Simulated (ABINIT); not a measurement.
Wanted: the native input for an ABINIT 10.8.3 (patched build) run.

```
Task                                            : equation of state
Functional                                      : rPW86PBE
Potentials or basis                             : JTH PAW PBE v2.0
Cutoff                                          : 626 eV
k mesh                                          : 9 × 9 × 9
Occupations                                     : fermi-dirac, width 0.05 eV
Spin                                            : no spin polarisation
Fine-grid cutoff                                : 1224.51 eV
Exchange and correlation inside the PAW spheres : full angular mesh (pawxcdev 0, this build's default; the released program takes 1)
```

The system is SrO.

```
Sr O
1.0
     0.00000    2.56630    2.56630
     2.56630    0.00000    2.56630
     2.56630    2.56630    0.00000
Sr O
1 1
Cartesian
  2.5663 2.5663 2.5663
  0.0000 0.0000 0.0000
```

The input as run:

run.abi

```
# Datasets: one volume each
ndtset 7
getwfk -1
scalecart1 3*0.9795861087
scalecart2 3*0.9864848297
scalecart3 3*0.9932883884
scalecart4 3*1.0000000000
scalecart5 3*1.0066227096
scalecart6 3*1.0131594038
scalecart7 3*1.0196128224

# Pseudopotentials
pp_dirpath "./"
pseudos "Sr.GGA_PBE-JTH.xml, O.GGA_PBE-JTH.xml"

# Structure
acell 6.8583759662 6.8583759662 6.8583759662
rprim
     0.0000000000     0.7071067812     0.7071067812
     0.7071067812     0.0000000000     0.7071067812
     0.7071067812     0.7071067812     0.0000000000
ntypat 2
znucl 38 8
natom 2
typat 1 2
xred
     0.5000000000     0.5000000000     0.5000000000
     0.0000000000     0.0000000000     0.0000000000

# Plane-wave basis
ecut 23.0
pawecutdg 45.0

# k points
kptopt 1
ngkpt 9 9 9
nshiftk 1
shiftk 0.0 0.0 0.0

# Exchange and correlation
ixc -144130

# Bands and occupations
nband 12
occopt 3
tsmear 0.00183747

# SCF cycle
nstep 100
tolvrs 1.0e-9

# Output
iomode 3
prtwf 1
prtden 0
prteig 0
prtebands 0
enunit 2
```

Potentials or basis: JTH PAW PBE v2.0.

The run is started by

```bash
$ abinit run.abi > log 2>&1
```

Results of the run:

The equilibrium volume is 17.94 Å³/atom (rough: see the caveat) and the bulk modulus is 83 GPa (rough).

Caveat: pressures at fixed basis lie under the slope of the energies; the minimum lies outside the volumes run; the PAW data sets were made with another functional, which shifts forces and pressure a little.

Wall time 2.3 min on 1 thread of AMD EPYC 7R43 64-Core Processor (Zen 3), with other jobs on the host, peak memory 0.14 GiB.
